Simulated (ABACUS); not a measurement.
## TiAl: relaxation of cell and atoms with PBE

Crystal: TiAl.

```
CELL_PARAMETERS angstrom
2.86726 0.00000 0.00000
-1.43363 2.48312 0.00000
0.00000 0.00000 4.67808
ATOMIC_POSITIONS crystal
Ti 0.00000 0.00000 0.00000
Al 0.33333 0.66667 0.50000
```

The cell comes from a database or a generator and needn't be the stable form of this composition.

| Property | Result |
| --- | --- |
| Program | ABACUS 3.10.1 |
| Task | relaxation of cell and atoms |
| Functional | PBE |
| Potentials or basis | PseudoDojo NC SR 0.4.1 PBE standard |
| Cutoff | 1361 eV |
| Density cutoff | 5442 eV |
| Basis | DZP LCAO (the cutoffs set its grid) |
| k mesh | 8 × 8 × 4 |
| Occupations | fermi-dirac, width 0.05 eV |
| Spin | no spin polarisation |
| Radial cutoff of the potentials (pseudo_rcut) | 7 bohr |
| Orbital files | Ti Ti_confined-atom_7au_3s2p2d1f.orb, Al Al_confined-atom_8au_2s2p1d.orb |
| Max steps of the relaxation | 60 |
| Force threshold | 0.01 eV/Å |
| Optimiser | cg |
| Stress threshold | 0.5 kbar |
| SCF threshold on the density | 1e-07 |
| Max SCF steps | 100 |
| Eigensolver | genelpa |
| Mixing | broyden |
| Mixing share | 0.7 |
| Symmetry key | 1 |

```
Relaxed volume                         : 16.80 Å³/atom
Relaxed cell                           : a = 2.889 Å, b = 2.889 Å, c = 4.649 Å, α = 90.00°, β = 90.00°, γ = 120.00°
Space group after relaxing (to 0.05 Å) : P-6m2 (No. 187)
Energy gained by relaxing              : 1.4 meV/atom
Ionic steps                            : 5
Pressure after relaxing                : 0.0 GPa
Mulliken charges                       : Ti +0.01; Al -0.01 e
```

Step by step:
| step | energy change (eV) | largest force (eV/Å) | pressure (GPa) | volume (Å³) |
| --- | --- | --- | --- | --- |
| 1 | 0.0000 | 0.0000 | 0.84 | 33.31 |
| 2 | -0.0025 | 0.0000 | -0.44 | 33.74 |
| 3 | -0.0025 | 0.0000 | -0.36 | 33.71 |
| 4 | -0.0028 | 0.0000 | 0.09 | 33.58 |
| 5 | -0.0028 | 0.0000 | 0.00 | 33.61 |

Final structure:
```
CELL_PARAMETERS angstrom
2.88926 0.00000 0.00000
-1.44463 2.50217 0.00000
0.00000 0.00000 4.64876
ATOMIC_POSITIONS crystal
Ti 0.00000 0.00000 0.00000
Al 0.33333 0.66667 0.50000
```

Wall time 10 s on 4 MPI ranks on AMD EPYC 9R45 96-Core Processor (Zen 5) (shared host), peak memory 0.48 GiB a rank.

Caveat: the atomic orbitals were generated for these runs and aren't a published set; Mulliken charges move with the basis; the basis of atomic orbitals isn't converged, which shifts pressures, moduli and gaps.
